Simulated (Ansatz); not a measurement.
# Br (Cmce) in Ansatz: reference runs

Aim: a first look at Br with PBEsol, on the cell as given and on a disturbed one.

Everything below comes from runs of Ansatz 0.2.0. Logs are shortened: lines on timing, memory, paths and dates and some standing lists are left out, and cuts for length are marked.

**1. The crystal as given**

It takes space group Cmce (No. 64, orthorhombic). Conventional cell: a = 6.726 Å, b = 4.645 Å, c = 8.702 Å, α = 90.00°, β = 90.00°, γ = 90.00°. Br (site symmetry m) is surrounded by 1 Br at 2.29 Å.

**2. Single point, PBEsol**

The input, input.yaml:

```yaml
crystal:
  lattice:
    - [3.36325, -2.32255, 0.0]
    - [3.36325, 2.32255, 0.0]
    - [0.0, 0.0, 8.7023]
  atoms:
    - { symbol: Br, position: [0.3651, 0.6349, 0.3901] }
    - { symbol: Br, position: [0.1349, 0.8651, 0.8901] }
    - { symbol: Br, position: [0.6349, 0.3651, 0.6099] }
    - { symbol: Br, position: [0.8651, 0.1349, 0.1099] }
kpoints:
  mp_grid: { grid: [7, 7, 3] }
scf:
  occupations: { method: fermi_dirac, width: 0.05 }
hamiltonian:
  xc: pbesol
  pseudopotentials: { kind: all_electron, lapw: { basis_error: 0.001 } }
output:
  forces: true
  stress: true
  eigenvalues: true
  populations: true
```

Potentials or basis: all-electron LAPW, scalar-relativistic.

Launch:

```
ansatz run input.yaml --threads 2 --pin off --max-ram 8192MiB --backend cpu --events-out ev --progress --plain --runs-dir out
```

Standard output:

```text
Warning: RAYON_NUM_THREADS=2 ignored (pool sized by the plan → 2); use --threads N
Br: projections on atomic orbitals take those of the free atom 1s2 2s2 2p6 3s2 3p6 3d10 4s2 4p5, of charge +0.00 (hamiltonian.pseudopotentials.projection_atoms)
LAPW: plane waves up to 9.561 Å⁻¹, error target 1.0e-3 eV per atom; small_component_spin mean_spin; Br in spheres of 1.143 Å, 25 of its electrons in bands, Dirac shells [] (how accurate: hamiltonian.pseudopotentials.lapw.basis_error, Limitations)
Engine: ansatz 0.2.0, x86_64-unknown-linux-gnu
Pseudopotentials: kind: all_electron
Pseudopotential: Br, LAPW, valence charge 25, lapw/all_electron/scalar/gaussian/Br, Koelling and Harmon's equation, gaussian nucleus
Functional definition: PBEsol
  exchange = pbesol_x
  correlation = pbesol_c
Crystal: 4 atoms, lattice volume = 135.953 Å³
Basis set: ecut = 348.2700529701075 eV, 2007 PW (Γ), exchange–correlation at level 2
Bands: 60, of which v1, the nominal top of the filled ones, is band 50 counted from 1 (49 counted from 0)
Symmetry: 8 space group operations
Space group: Cmce (ITA 64), of the structure as read, at distance tolerance 5.1e-5 Å
k-points: 32 of 147
Non-local potential: Br, projectors of the file, none
Initial density: superposition of atomic densities (chi_scale 0.1, normalization cell)
Initial wavefunctions: plane waves of lowest kinetic energy (no species holds an atomic orbital)
Functional: x = pbesol(κ = 0.804, μ = 0.12345679012345678), c = pbesol(β = 0.046)
iter 1 solved again at ethr=7.40e-4 eV; its pass at ethr=1.00e-1 eV (dr2=7.40e-1 eV) is discarded
SCF iter   1: F=—  HF=-283514.052146 eV  |F-HF|=—  |Δ(HF+E_count)|=         —  Δρ=2.50e-2  dr2=7.40e-1  ethr=7.40e-4  ⟨swp⟩=2.0  Hψ=11902  notcnv=0
preconditioner: auto → Resta (q_TF=auto, 2.592 Å⁻¹)  ε∞=2.6  [insulator: Δε(μ)=2.206 eV  Ē_g=13.158 eV  σ=0.050 eV  W_gap=1.00  n_scr=36 (ndim 8)  ℏωp=16.9 eV  f_vac=0.336  D(μ)=0.00/eV (n_scr^D=0)  ε∞_Penn≈2.6]
SCF iter   2: F=—  HF=-283513.706057 eV  |F-HF|=—  |Δ(HF+E_count)|=   3.46e-1  Δρ=1.28e-2  dr2=2.05e-1  ethr=7.40e-4  ⟨swp⟩=2.0  Hψ=5881  notcnv=0
iter 3 solved again at ethr=4.50e-6 eV; its pass at ethr=2.05e-4 eV (dr2=4.50e-3 eV) is discarded
SCF iter   3: F=—  HF=-283513.610415 eV  |F-HF|=—  |Δ(HF+E_count)|=   9.56e-2  Δρ=1.68e-3  dr2=4.49e-3  ethr=4.50e-6  ⟨swp⟩=2.0  Hψ=9980  notcnv=0
SCF iter   4: F=—  HF=-283513.615974 eV  |F-HF|=—  |Δ(HF+E_count)|=         —  Δρ=5.42e-4  dr2=5.64e-4  ethr=4.49e-6  ⟨swp⟩=2.0  Hψ=5562  notcnv=0
the basis was enlarged: its passes take 518.4 KiB over the memory plan, 2 of 2 planned eigensolver slots
SCF iter   5: F=—  HF=-283513.615787 eV  |F-HF|=—  |Δ(HF+E_count)|=   1.87e-4  Δρ=1.25e-4  dr2=3.34e-5  ethr=5.64e-7  ⟨swp⟩=3.0  Hψ=5656  notcnv=0
SCF iter   6: F=—  HF=-283513.615794 eV  |F-HF|=—  |Δ(HF+E_count)|=   7.67e-6  Δρ=5.58e-5  dr2=4.93e-6  ethr=3.34e-8  ⟨swp⟩=3.0  Hψ=5855  notcnv=0
SCF iter   7: F=—  HF=-283513.615798 eV  |F-HF|=—  |Δ(HF+E_count)|=   3.66e-6  Δρ=3.14e-5  dr2=1.72e-6  ethr=4.93e-9  ⟨swp⟩=3.0  Hψ=5830  notcnv=0
SCF iter   8: F=—  HF=-283513.615801 eV  |F-HF|=—  |Δ(HF+E_count)|=   2.69e-6  Δρ=1.14e-5  dr2=2.20e-7  ethr=1.72e-9  ⟨swp⟩=3.0  Hψ=5891  notcnv=0
SCF iter   9: F=-283513.615801 eV  HF=-283513.615801 eV  |F-HF|=1.27e-8  |Δ(HF+E_count)|=   4.59e-7  Δρ=2.13e-6  dr2=8.88e-9  ethr=2.20e-10  ⟨swp⟩=3.0  Hψ=5934  notcnv=0
SCF 1 converged in 9 iterations: F = -283513.615801 eV  dr2 = 8.88e-9
SCF converged after 9 iterations
Free energy (F): -283513.615801 eV
Harris-Foulkes:  -283513.615801 eV  (|F-HF|=1.27e-8)
Internal energy: -283513.615801 eV  (E = F + TS)
E sigma→0 (E₀):  -283513.615801 eV
Fermi energy:    4.270967 eV
--- Per-component energies (eV) ---
  E_band       = -8094.835892
  E_kinetic    = 290610.878931
  E_xc         = -9851.443047
  E_electrostatic = -564273.051685  (all electrons and nuclei)
  E_smearing   = -0.000000  (= −TS)
  E_closure    = 0.000000  (closes the sum)
  E_atoms      = -283506.524850  (free atoms, spherical and without spin; not in F)
  Σ components = -283513.615801   (vs F -283513.615801, Δ=0.00e0)
  Basis errors (estimates in eV, not in F): energy 5.9e-4 per atom: plane waves 5.5e-4 (3.2e-4 summed), levels above the bands 1.8e-84, relativity 1.3e-8, radial functions 4.1e-5, core shells 4.8e-9; eigenvalues (radial functions only) 4.6e-7; not estimated: angular momenta, meshes, grids; target (lapw.basis_error) 1.0e-3; muffin-tin radii Br 1.143 Å
--- Forces (eV/Å), atoms counted from 1 ---
  atom   1  Br     0.00000000     0.31518038    -0.64906299
  atom   2  Br     0.00000000    -0.31518038    -0.64906299
  atom   3  Br     0.00000000    -0.31518038     0.64906299
  atom   4  Br     0.00000000     0.31518038     0.64906299
  max |Σ_I F_I| component: 4.16e-17 eV/Å
--- Stress (GPa, compression-positive) ---
        0.052174       0.000000       0.000000
        0.000000      -0.497639       0.000000
        0.000000       0.000000       0.802525
  P = ⅓ Tr σ = 0.1190 GPa (1.190 kbar)
--- Band table (eV; the first three rows and the last of 32) ---
  k-point 0: bands = ["-227.9376", "-227.9376", "-227.9374", "-227.9374", "-163.8312", "-163.8312", "-163.8288", "-163.8288", "-163.4420", "-163.4420", "-163.4418", "-163.4418", "-163.4041", "-163.4041", "-163.4039", "-163.4039", "-57.3147", "-57.3143", "-57.2565", "-57.2561", "-57.2022", "-57.2019", "-57.1860", "-57.1858", "-57.1737", "-57.1737", "-57.1575", "-57.1575", "-56.8770", "-56.8770", "-56.8765", "-56.8764", "-56.8756", "-56.8755", "-56.8749", "-56.8748", "-12.6156", "-12.2984", "-9.7914", "-9.1179", "-1.6226", "-0.6175", "1.1546", "1.1670", "1.6497", "1.6896", "2.3792", "2.9704", "3.2569", "3.3007", "5.1657", "5.9247", "9.1143", "9.8456", "10.5735", "12.2114", "12.2130", "12.5224", "13.5617", "13.8120"]
  k-point 1: bands = ["-227.9376", "-227.9376", "-227.9374", "-227.9374", "-163.8312", "-163.8312", "-163.8288", "-163.8288", "-163.4420", "-163.4420", "-163.4418", "-163.4418", "-163.4041", "-163.4041", "-163.4039", "-163.4039", "-57.3146", "-57.3144", "-57.2564", "-57.2562", "-57.2021", "-57.2020", "-57.1859", "-57.1858", "-57.1737", "-57.1737", "-57.1575", "-57.1575", "-56.8770", "-56.8770", "-56.8764", "-56.8764", "-56.8756", "-56.8755", "-56.8749", "-56.8749", "-12.5462", "-12.3892", "-9.6168", "-9.2821", "-1.4173", "-0.9378", "1.3083", "1.3770", "1.6597", "1.6796", "2.3727", "2.7162", "3.2676", "3.2896", "5.2356", "5.6017", "9.5551", "9.9683", "11.0476", "11.8604", "12.1786", "12.3019", "13.9889", "14.0798"]
  k-point 2: bands = ["-227.9376", "-227.9376", "-227.9374", "-227.9374", "-163.8312", "-163.8312", "-163.8288", "-163.8288", "-163.4420", "-163.4420", "-163.4418", "-163.4418", "-163.4041", "-163.4041", "-163.4039", "-163.4039", "-57.3147", "-57.3143", "-57.2565", "-57.2561", "-57.2022", "-57.2020", "-57.1860", "-57.1858", "-57.1737", "-57.1737", "-57.1575", "-57.1575", "-56.8770", "-56.8770", "-56.8765", "-56.8764", "-56.8756", "-56.8755", "-56.8749", "-56.8749", "-12.5735", "-12.2848", "-9.7590", "-9.1551", "-1.6239", "-0.7089", "0.9084", "0.9839", "1.5144", "1.5433", "2.5921", "3.0537", "3.1863", "3.2333", "5.1668", "5.8753", "9.5838", "10.1376", "10.9724", "11.9838", "12.1462", "12.5514", "13.2088", "14.0698"]
  k-point 31: bands = ["-227.9376", "-227.9376", "-227.9374", "-227.9374", "-163.8312", "-163.8312", "-163.8288", "-163.8288", "-163.4420", "-163.4420", "-163.4418", "-163.4418", "-163.4041", "-163.4041", "-163.4039", "-163.4039", "-57.3146", "-57.3144", "-57.2564", "-57.2562", "-57.2021", "-57.2020", "-57.1859", "-57.1858", "-57.1737", "-57.1737", "-57.1575", "-57.1575", "-56.8770", "-56.8769", "-56.8764", "-56.8764", "-56.8755", "-56.8755", "-56.8749", "-56.8749", "-12.3203", "-12.2127", "-9.4870", "-9.2763", "-1.3315", "-1.0881", "-0.1092", "0.2223", "0.6944", "0.9642", "2.3723", "2.4120", "2.7828", "3.0307", "5.2984", "5.4954", "11.0922", "11.1685", "11.9046", "12.0123", "12.6011", "13.1577", "14.1826", "14.5806"]
--- Löwdin populations: 4 sites ---
  site symbol       q [e]
     0     Br     34.9630
     1     Br     34.9630
     2     Br     34.9630
     3     Br     34.9630
  spilling = 0.001058 (of n_electrons = 140.000000)
```

Wall time 48 s (2 threads of AMD EPYC (Zen 3), shared host); peak memory 0.64 GiB.

Results:

```
Free energy            : -283513.6158 eV
Pressure               : 0.1 GPa
Largest force          : 0.722 eV/Å
Band gap on the k mesh : 1.85 eV, indirect (least direct gap 1.86 eV)
```

Forces on the atoms (eV/Å):
```
Br   0.000  0.315 -0.649
Br   0.000 -0.315 -0.649
Br   0.000 -0.315  0.649
Br   0.000  0.315  0.649
```

Stress tensor (GPa, compression positive):
```
 0.05  0.00  0.00
 0.00 -0.50  0.00
 0.00  0.00  0.80
```

Levels at points of the mesh, in eV from the valence-band top:
```csv
k point,band 47,band 48,band 49,band 50,band 51,band 52,band 53,band 54
"(0.00, 0.00, 0.00)",-0.94,-0.35,-0.06,-0.02,1.85,2.61,5.80,6.53
```

Caveat: an odd mesh through Γ misses points on the zone boundary, where band edges often lie.

**3. Equation of state, PBEsol**

Potentials or basis: all-electron LAPW, scalar-relativistic.

This step only gathers the single runs of the series.

Results:

```
Equilibrium volume                        : 34.13 Å³/atom
Bulk modulus at fixed shape and positions : 27 GPa
Pressure derivative of the bulk modulus   : 4.9
```

Energy against volume, from the lowest point:
| volume (Å³/atom) | energy (meV/atom) |
| --- | --- |
| 31.949 | 13.29 |
| 32.629 | 6.01 |
| 33.308 | 1.70 |
| 33.988 | 0.00 |
| 34.668 | 0.64 |
| 35.348 | 3.34 |
| 36.028 | 7.89 |

Caveat: the cell was scaled at fixed shape and fractional positions, which overstates the stiffness of a crystal with free parameters, most of all of layers and chains.

**4. Single point, PBEsol (atoms moved at random, drawn with an rms of 0.05 Å)**

The input, input.yaml:

```yaml
crystal:
  lattice:
    - [3.36325, -2.32255, 0.0]
    - [3.36325, 2.32255, 0.0]
    - [0.0, 0.0, 8.7023]
  atoms:
    - { symbol: Br, position: [0.362102, 0.644566, 0.385548] }
    - { symbol: Br, position: [0.138291, 0.865485, 0.886708] }
    - { symbol: Br, position: [0.626616, 0.354132, 0.613507] }
    - { symbol: Br, position: [0.86227, 0.129772, 0.101852] }
kpoints:
  mp_grid: { grid: [7, 7, 3] }
scf:
  occupations: { method: fermi_dirac, width: 0.05 }
hamiltonian:
  xc: pbesol
  pseudopotentials: { kind: all_electron, lapw: { basis_error: 0.001 } }
output:
  forces: true
  stress: true
  eigenvalues: true
  populations: true
```

Potentials or basis: all-electron LAPW, scalar-relativistic.

Launch:

```
ansatz run input.yaml --threads 2 --pin off --max-ram 8192MiB --backend cpu --events-out ev --progress --plain --runs-dir out
```

Standard output:

```text
Warning: RAYON_NUM_THREADS=2 ignored (pool sized by the plan → 2); use --threads N
Br: projections on atomic orbitals take those of the free atom 1s2 2s2 2p6 3s2 3p6 3d10 4s2 4p5, of charge +0.00 (hamiltonian.pseudopotentials.projection_atoms)
LAPW: plane waves up to 9.753 Å⁻¹, error target 1.0e-3 eV per atom; small_component_spin mean_spin; Br in spheres of 1.127 Å, 25 of its electrons in bands, Dirac shells [] (how accurate: hamiltonian.pseudopotentials.lapw.basis_error, Limitations)
Engine: ansatz 0.2.0, x86_64-unknown-linux-gnu
Pseudopotentials: kind: all_electron
Pseudopotential: Br, LAPW, valence charge 25, lapw/all_electron/scalar/gaussian/Br, Koelling and Harmon's equation, gaussian nucleus
Functional definition: PBEsol
  exchange = pbesol_x
  correlation = pbesol_c
Crystal: 4 atoms, lattice volume = 135.953 Å³
Basis set: ecut = 362.41336407937 eV, 2119 PW (Γ), exchange–correlation at level 2
Bands: 60, of which v1, the nominal top of the filled ones, is band 50 counted from 1 (49 counted from 0)
Symmetry: 1 space group operations
Space group: P1 (ITA 1), of the structure as read, at distance tolerance 5.1e-5 Å
k-points: 74 of 147 (time reversal used)
Non-local potential: Br, projectors of the file, none
Initial density: superposition of atomic densities (chi_scale 0.1, normalization cell)
Initial wavefunctions: plane waves of lowest kinetic energy (no species holds an atomic orbital)
Functional: x = pbesol(κ = 0.804, μ = 0.12345679012345678), c = pbesol(β = 0.046)
[... 31 lines left out ...]
--- Forces (eV/Å), atoms counted from 1 ---
  atom   1  Br    -0.06069427    -0.16611227     0.13447525
  atom   2  Br    -0.02469759    -0.57441148    -1.09122513
  atom   3  Br     0.06990480     0.17320157    -0.16060202
  atom   4  Br     0.01548694     0.56731714     1.11734968
  max |Σ_I F_I| component: 5.03e-6 eV/Å
--- Stress (GPa, compression-positive) ---
        0.072214      -0.050768       0.004237
       -0.050768      -0.946392       1.925672
        0.004237       1.925672      -0.172167
  P = ⅓ Tr σ = -0.3488 GPa (-3.488 kbar)
--- Band table (eV; the first three rows and the last of 74) ---
  k-point 0: bands = ["-228.0686", "-228.0282", "-227.8655", "-227.8189", "-163.9593", "-163.9169", "-163.7572", "-163.7126", "-163.5780", "-163.5371", "-163.5323", "-163.4941", "-163.3709", "-163.3310", "-163.3207", "-163.2861", "-57.4359", "-57.3566", "-57.3299", "-57.2959", "-57.2839", "-57.2517", "-57.2165", "-57.1561", "-57.1212", "-57.0915", "-57.0723", "-57.0464", "-57.0091", "-57.0082", "-56.9701", "-56.9693", "-56.8038", "-56.8031", "-56.7558", "-56.7553", "-12.7530", "-11.9944", "-9.8402", "-9.1556", "-1.6041", "-0.5349", "0.9629", "1.4292", "1.4929", "1.9484", "2.3340", "2.9340", "3.2104", "3.2867", "5.0022", "5.8663", "9.1150", "9.9108", "10.5413", "12.1500", "12.2108", "12.5324", "13.5448", "13.8480"]
  k-point 1: bands = ["-228.0686", "-228.0282", "-227.8655", "-227.8189", "-163.9593", "-163.9169", "-163.7572", "-163.7126", "-163.5780", "-163.5371", "-163.5323", "-163.4941", "-163.3709", "-163.3310", "-163.3207", "-163.2861", "-57.4359", "-57.3566", "-57.3299", "-57.2959", "-57.2839", "-57.2517", "-57.2165", "-57.1561", "-57.1213", "-57.0915", "-57.0723", "-57.0464", "-57.0091", "-57.0082", "-56.9701", "-56.9693", "-56.8038", "-56.8031", "-56.7558", "-56.7553", "-12.7343", "-12.0382", "-9.6619", "-9.3192", "-1.4325", "-0.8316", "1.1801", "1.4915", "1.6020", "1.9473", "2.3188", "2.6857", "3.2128", "3.2799", "5.0246", "5.5934", "9.5410", "10.0217", "11.0115", "11.8289", "12.1559", "12.3093", "13.9676", "14.1123"]
  k-point 2: bands = ["-228.0686", "-228.0282", "-227.8655", "-227.8189", "-163.9593", "-163.9169", "-163.7572", "-163.7126", "-163.5780", "-163.5371", "-163.5323", "-163.4941", "-163.3709", "-163.3310", "-163.3207", "-163.2861", "-57.4359", "-57.3566", "-57.3299", "-57.2959", "-57.2839", "-57.2517", "-57.2165", "-57.1561", "-57.1213", "-57.0915", "-57.0723", "-57.0464", "-57.0091", "-57.0082", "-56.9701", "-56.9693", "-56.8038", "-56.8031", "-56.7558", "-56.7553", "-12.7195", "-11.9706", "-9.8079", "-9.1940", "-1.6088", "-0.6330", "0.7696", "1.1826", "1.3559", "1.7953", "2.5595", "3.0169", "3.1373", "3.2413", "4.9974", "5.8183", "9.5827", "10.1963", "10.9444", "11.9516", "12.1666", "12.5375", "13.2029", "14.0144"]
  k-point 73: bands = ["-228.0686", "-228.0282", "-227.8655", "-227.8189", "-163.9593", "-163.9169", "-163.7572", "-163.7126", "-163.5780", "-163.5371", "-163.5323", "-163.4941", "-163.3709", "-163.3310", "-163.3207", "-163.2861", "-57.4359", "-57.3567", "-57.3299", "-57.2959", "-57.2839", "-57.2517", "-57.2165", "-57.1561", "-57.1212", "-57.0915", "-57.0723", "-57.0464", "-57.0091", "-57.0082", "-56.9701", "-56.9693", "-56.8038", "-56.8031", "-56.7558", "-56.7553", "-12.5492", "-11.8648", "-9.5263", "-9.4898", "-1.4528", "-1.1480", "0.0493", "0.3547", "0.8226", "1.2682", "2.6183", "2.8805", "3.1031", "3.2133", "5.3200", "5.7113", "10.7508", "11.2262", "12.0328", "12.6278", "12.8461", "13.1490", "13.4428", "13.5289"]
--- Löwdin populations: 4 sites ---
  site symbol       q [e]
     0     Br     34.9884
     1     Br     34.9406
     2     Br     34.9792
     3     Br     34.9497
  spilling = 0.001015 (of n_electrons = 140.000000)
```

populations.tsv:

```text
# site	symbol	l	j	q
# orbitals = lowdin
# n_electrons = 140.000000
# spilling = 0.001015
# projection_atom_Br: 1s2 2s2 2p6 3s2 3p6 3d10 4s2 4p5
0	Br	0_1S	-	1.999999
0	Br	0_2S	-	1.999978
0	Br	0_3S	-	1.999546
0	Br	0_4S	-	1.968781
0	Br	1_2P	-	5.999999
0	Br	1_3P	-	5.999855
0	Br	1_4P	-	5.020376
0	Br	2_3D	-	9.999913
1	Br	0_1S	-	1.999999
1	Br	0_2S	-	1.999966
1	Br	0_3S	-	1.999287
1	Br	0_4S	-	1.957270
1	Br	1_2P	-	5.999998
1	Br	1_3P	-	5.999775
1	Br	1_4P	-	4.984422
1	Br	2_3D	-	9.999870
2	Br	0_1S	-	1.999999
2	Br	0_2S	-	1.999978
2	Br	0_3S	-	1.999548
2	Br	0_4S	-	1.968887
2	Br	1_2P	-	5.999999
2	Br	1_3P	-	5.999852
2	Br	1_4P	-	5.011017
2	Br	2_3D	-	9.999913
3	Br	0_1S	-	1.999999
3	Br	0_2S	-	1.999965
3	Br	0_3S	-	1.999271
3	Br	0_4S	-	1.956075
3	Br	1_2P	-	5.999998
3	Br	1_3P	-	5.999779
3	Br	1_4P	-	4.994720
3	Br	2_3D	-	9.999868
```

It took 4.1 min on 2 threads of AMD EPYC (Zen 3), shared host; peak memory 1 GiB.

What came out:

| Quantity | Value |
| --- | --- |
| Free energy | -283513.5960 eV |
| Pressure | -0.3 GPa |
| Largest force | 1.253 eV/Å |
| Band gap on the k mesh | 1.66 eV, indirect (least direct gap 1.72 eV) |

Forces on the atoms (eV/Å):
```
Br  -0.061 -0.166  0.134
Br  -0.025 -0.574 -1.091
Br   0.070  0.173 -0.161
Br   0.015  0.567  1.117
```

Levels at points of the mesh, in eV from the valence-band top:
```csv
k point,band 46,band 47,band 48,band 49,band 50,band 51,band 52,band 53,band 54,band 55
"(0.00, 0.00, 0.00)",-1.37,-0.98,-0.38,-0.11,-0.03,1.68,2.55,5.80,6.59,7.22
```

Caveat: an odd mesh through Γ misses points on the zone boundary, where band edges often lie.

**5. Overview**

```csv
task,cell,cutoff (eV),gap on the mesh (eV),pressure (GPa),largest force (eV/Å)
single point,as given,348,1.85,0.1,0.72
equation of state,as given,-,-,-,-
single point,"atoms moved at random, drawn with an rms of 0.05 Å",362,1.66,-0.3,1.25
```

Alike in all rows: level PBEsol; potentials or basis all-electron LAPW, scalar-relativistic; no spin polarisation; k mesh 7 × 7 × 3; smearing fermi-dirac 0.05 eV; basis error allowed 0.001 eV/atom.

Caveats: an odd mesh through Γ misses points on the zone boundary, where band edges often lie (some runs); the cell was scaled at fixed shape and fractional positions, which overstates the stiffness of a crystal with free parameters, most of all of layers and chains (some runs).

Compare energies only between runs with the same functional and basis.
